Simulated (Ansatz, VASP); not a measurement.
# Two plane-wave programs on Pb

File INCAR:

```
PREC     = Accurate       # precision mode
ENCUT    = 520            # plane-wave cutoff, eV
EDIFF    = 1E-7           # SCF threshold, eV
ISMEAR   = -1             # smearing method
SIGMA    = 0.05           # smearing width, eV
LREAL    = False          # projectors in reciprocal space
LASPH    = True           # aspherical terms in the spheres
NELM     = 60             # most SCF steps
ALGO     = Normal         # electronic algorithm
ISIF     = 2              # what is computed and relaxed
LWAVE    = False          # write WAVECAR
LCHARG   = True           # write CHGCAR
GGA      = PS             # functional
LELF     = True           # ELF
LVHAR    = True         
NBANDS   = 13             # bands
```

Contents of KPOINTS:

```
Automatic mesh
0
Gamma
  9 9 9
```

Contents of POSCAR:

```
Pb
1.0
   -1.9796595667      1.9796595667      1.9796595667
    1.9796595667     -1.9796595667      1.9796595667
    1.9796595667      1.9796595667     -1.9796595667
Pb
1
Direct
    0.0000000000      0.0000000000      0.0000000000
```

Contents of input.yaml:

```yaml
crystal:
  lattice:
    - [-1.9796595667, 1.9796595667, 1.9796595667]
    - [1.9796595667, -1.9796595667, 1.9796595667]
    - [1.9796595667, 1.9796595667, -1.9796595667]
  atoms:
    - { symbol: Pb, position: [0.0, 0.0, 0.0] }
hamiltonian:
  xc: pbesol
  pseudopotentials: { kind: paw }
kpoints:
  mp_grid: { grid: [9, 9, 9] }
scf:
  occupations: { method: fermi_dirac, width: 0.05 }
output:
  forces: true
  stress: true
  eigenvalues: true
```

This isn't the form of Pb at room conditions, which is fcc.

Alike in both runs: task single point; functional PBEsol; k mesh 9 × 9 × 9; occupations fermi-dirac, width 0.05 eV; no spin polarisation.

|  | VASP | Ansatz |
| --- | --- | --- |
| version | VASP 6.6.1 | Ansatz 0.2.0 |
| potentials or method | VASP PAW PBE potentials, release 64 (Pb_d) | Ansatz PAW |
| plane-wave cutoff (eV) | 520 | 420 |
| valence electrons in the cell | 14 | 14 |

```csv
,VASP,Ansatz,Ansatz less VASP
gap on the k mesh at the Fermi level (eV),none,none,-
pressure (GPa),-2.0,-2.0,+0.07
```

A gap of «none» marks a metal or a gap that the smearing closes.

Caveats: the PAW data sets were made with another functional, which shifts forces and pressure a little (VASP); the PAW data sets come from PBE, with cores solved anew for the run's functional, which leaves a small shift of forces and pressure (Ansatz). The runs have no spin-orbit coupling, so splittings on Pb are missing.
